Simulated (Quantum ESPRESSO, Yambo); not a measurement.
# AgBr (Fm-3m): G0W0 with and without spin-orbit coupling, part 2 of 2

Is the spin-orbit change of the gap of AgBr (Fm-3m) the same in DFT and in GW?

Quantum ESPRESSO 7.5 and Yambo 5.3.0; PBE and many-body steps on it, plane waves. Known limits of the many-body steps: not at the basis limit; d shell near the gap, gap tends to lie low; no spin-orbit coupling in some runs; coarse k mesh.

So far. Step 4 (Scalar-relativistic): The gap on the mesh goes from 0.67 eV to 2.09 eV, a correction of +1.41 eV. Step 5 (Empty states on the mesh, 4×4×4 mesh, 490 bands): On this mesh the gap is 0.588 eV.

The database entry behind the starting cell differs from later determinations by our own check (about 0.6 % short of the room-temperature cell), so it need not match the best structure at ambient conditions.

## Step 6: Conversion and set-up

This step: Yambo 5.3.0; conversion and set-up on PBE with spin-orbit coupling, plane waves, norm-conserving pseudopotentials.

The run is started by

```sh
> (cd o/x.save; p2y > p2y.log; mv SAVE ../..); yambo > setup.log
```

The program printed:

```text
 Yambo, version 5.3.0

 [02] CORE Variables Setup
 =========================

  [02.01] Unit cells
  ==================

  Cell kind             :  FCC
  Atoms in the cell     :  Ag  Br
  number of Ag atoms    :  1
  number of Br atoms    :  1

  List of atomic masses
  Mass of Ag    :  107.8700
  Mass of Br    :  79.90400

  List of atomic coordinates    : [cc]
  Ag1       :  0.000000  0.000000  0.000000  order 1
  Br1       :  5.423797  5.423797  5.423797  order 2

  Alat factors          :  5.423797  5.423797  5.423797 [a.u.]
  Direct lattice volume :  319.1100 [a.u.]
[...]
==========================================

 IBZ Q-points                                      :   8
 BZ  Q-points                                      :   64

 K/Q-points units:
 rlu = crystal or reduced units; cc = cartesian coordinates; iku = interal k-units

 Q [1]          [rlu]:  0.000000  0.000000  0.000000
 Q [2]          [rlu]:  0.11377E-17  0.11377E-17  0.25000
 Q [3]          [rlu]: -0.22755E-17 -0.22755E-17 -0.50000
[...]
Q [7]          [rlu]:  0.22019E-17 -0.50000     -0.50000
 Q [8]          [rlu]:  0.250000 -0.500000 -0.250000

  [03.01] X indexes
  =================

   [03.01.01] Sigma indexes
   ========================

 [06] Game Over & Game summary
```

Run time: 3.2 s. Hardware: 1 MPI rank of Arm Neoverse V1, shared host; peak memory 0.25 GiB.

## Step 7: With spin-orbit coupling

This step: G0W0 on PBE with spin-orbit coupling, plane waves, norm-conserving pseudopotentials.

gw4.in

```
HF_and_locXC
gw0
dyson
ppa
em1d
rim_cut
RandQpts= 1000000
RandGvec= 1 RL
EXXRLvcs= 76 Ry
VXCRLvcs= 304 Ry
Chimod= "HARTREE"
% BndsRnXp
 1 | 490 |
%
NGsBlkXp= 17 Ry
% LongDrXp
 1 | 1 | 1 |
%
% GbndRnge
 1 | 490 |
%
DysSolver= "n"
ExtendOut
PPAPntXp= 27.21138 eV
% QPkrange
 3 | 3 | 33 | 40 |
 1 | 1 | 33 | 40 |
%
```

The run is started by

```sh
> OMP_NUM_THREADS=1 mpirun -n 4 yambo -F gw4.in -J gw4 -C gw4 > gw4.log
```

The program printed:

```text
 Yambo, version 5.3.0

 [02] CORE Variables Setup
 =========================

  [... cell, symmetries and grids as in the set-up ...]

  [02.05] Energies & Occupations
  ==============================

  [X] === General ===
  [X] Electronic Temperature                        :  0.000000  0.000000 [eV K]
  [X] Bosonic    Temperature                        :  0.000000  0.000000 [eV K]
  [X] Finite Temperature mode                       : no
  [X] El. density                                   :  0.76131E+24 [cm-3]
  [X] Fermi Level                                   :  9.810201 [eV]

  [X] === Gaps and Widths ===
  [X] Conduction Band Min                           :  0.587811 [eV]
  [X] Valence Band Max                              :  0.000000 [eV]
  [X] Filled Bands                                  :   36
  [X] Empty Bands                                   :    37   490
  [X] Direct Gap                                    :  2.426117 [eV]
  [X] Direct Gap localized at k                     :  1
  [X] Indirect Gap                                  :  0.587811 [eV]
  [X] Indirect Gap between kpts                     :  3  1
  [X] Last valence band width                       :  2.180616 [eV]
  [X] 1st conduction band width                     :  4.307866 [eV]

 [03] Transferred momenta grid and indexing
 ==========================================

 IBZ Q-points                                      :   8
 BZ  Q-points                                      :   64

 K/Q-points units:
 rlu = crystal or reduced units; cc = cartesian coordinates; iku = interal k-units

 Q [1]          [rlu]:  0.000000  0.000000  0.000000
 Q [2]          [rlu]:  0.11377E-17  0.11377E-17  0.25000
 Q [3]          [rlu]: -0.22755E-17 -0.22755E-17 -0.50000
[...]
NLCC RL compoments                               :  28571
  PP Number of Atomic Species                      :  2
  NLCC RL compoments                               :  28571

 [xc] E_xc :  -26.50157 [Ha]
      E_xc :  -53.00314 [Ry]

  Local XC kind (lXC) : Perdew, Burke & Ernzerhof(X)+Perdew, Burke & Ernzerhof(C)
  Non-Local XC kind (nlXC) : Hartree-Fock

  Corrections @ K [1] :  [eV]
 <33|nlXC|33> = -19.68033 -0.61663E-17 <33|lXC|33> = -14.85735  0.80248E-11
 <34|nlXC|34> = -19.68035  0.25270E-17 <34|lXC|34> = -14.85735  0.95393E-10
 <35|nlXC|35> = -19.68028  0.90596E-17 <35|lXC|35> = -14.85735 -0.15859E-09
[...]
Corrections @ K [3] :  [eV]
[...]
<39|nlXC|39> = -9.528947 -0.85769E-18 <39|lXC|39> = -14.59662 -0.68309E-10
 <40|nlXC|40> = -9.528947 -0.77696E-18 <40|lXC|40> = -14.59662 -0.46130E-10

 [08] Dyson equation: Newton solver
 ==================================

  [08.01] G0W0 (W PPA)
  ====================

  [  GW  ] Bands range     :     1   490
  [GW/PPA] G damping       :  0.100000 [eV]

  QP @ state[ 1 ] K range:  1  1
  QP @ state[ 1 ] b range:   33   40
  QP @ state[ 2 ] K range:  3  3
  QP @ state[ 2 ] b range:   33   40

   Sc/G bands                                       :     1   490
   Sc/G damping                                     :  0.100000 ev
   Sc bands terminator                              : no
   Sx RL components                                 :   3647

   QP @ state[ 1 ] K range                          :  1  1
   QP @ state[ 1 ] b range                          :   33   40
   QP @ state[ 2 ] K range                          :  3  3
   QP @ state[ 2 ] b range                          :   33   40
   GF energies kind                                 : Perdew, Burke & Ernzerhof(X)+Perdew, Burke & Ernzerhof(C)
   GF WF`s kind                                     : Perdew, Burke & Ernzerhof(X)+Perdew, Burke & Ernzerhof(C)
   Xs energies kind                                 : Perdew, Burke & Ernzerhof(X)+Perdew, Burke & Ernzerhof(C)
   Xs WF`s kind                                     : Perdew, Burke & Ernzerhof(X)+Perdew, Burke & Ernzerhof(C)

 [11] Game Over & Game summary
```

Elapsed: 28 min, on 4 MPI ranks; peak memory 4.5 GiB.

Numbers from this step:

| Item | Value |
| --- | --- |
| G0W0 gap on the points computed | 1.998 eV |
| starting gap on the mesh | 0.5878 eV |
| k of the valence top | 0, 0, -0.5 |
| k of the conduction bottom | 0, 0, 0 |
| least direct G0W0 gap on the computed points | 4.321 eV |
| Z at the valence top | 0.8024 |
| Z at the conduction bottom | 0.8275 |

Against G0W0 in Yambo (4×4×4 mesh, 245 bands, screening to 231.3 eV, Godby-Needs plasmon pole), the gap moves by −0.087 eV.

## Step 8: Side by side

Times are wall times on 4 MPI ranks of Arm Neoverse V1, shared host, good to a factor of about two.

| run | mesh | bands | screening cutoff (eV) | DFT gap (eV) | gap on the mesh (eV) | direct (eV) | time |
| --- | --- | --- | --- | --- | --- | --- | --- |
| scalar-relativistic | 4×4×4 | 245 | 231.3 | 0.672 | 2.086 | 4.523 | 6.3 min |
| with spin-orbit coupling | 4×4×4 | 490 | 231.3 | 0.588 | 1.998 | 4.321 | 28 min |

## Step 9: Outcome

* scalar-relativistic: 2.086 eV
* with spin-orbit coupling: 1.998 eV
* known limits: not at the basis limit; d shell near the gap, gap tends to lie low; no spin-orbit coupling in some runs; coarse k mesh

What this shows: With spin-orbit coupling: −0.087 eV against scalar-relativistic, −0.085 eV of it in the start. Bands and cutoff are finite, so the gap is not at the basis limit. The miss can reach some tenths of an eV and take either sign; the mesh is an error of its own. In the G0W0 runs levels were corrected at 2 k points alone, so a gap called «on the mesh» is the least over those, and an edge elsewhere would be missed. The 4×4×4 mesh is coarse for this cell, which bears on the long-range parts of exchange and screening. A d shell, filled or nearly so, lies near the gap. One-shot GW converges very slowly in bands there, not always from below, and on a semilocal start the gap tends to come out low; starts rich in exact exchange can overshoot instead.

[Paths, hosts, dates, memory and timing lines, banners, echoed tables and standing remarks are left out of the program output.]

[Logs are printed without paths, hosts, clocks, repeated set-up lines and the standing remarks that a program may print on its own settings, such as how far it seeks lower states.]

[Runs of the session that timed out or met a known fault of the program may be left out.]

[Hosts, paths, dates, database ids (printed as entryN), source tags and the programs' standing remarks are cut or masked in the printed files.]
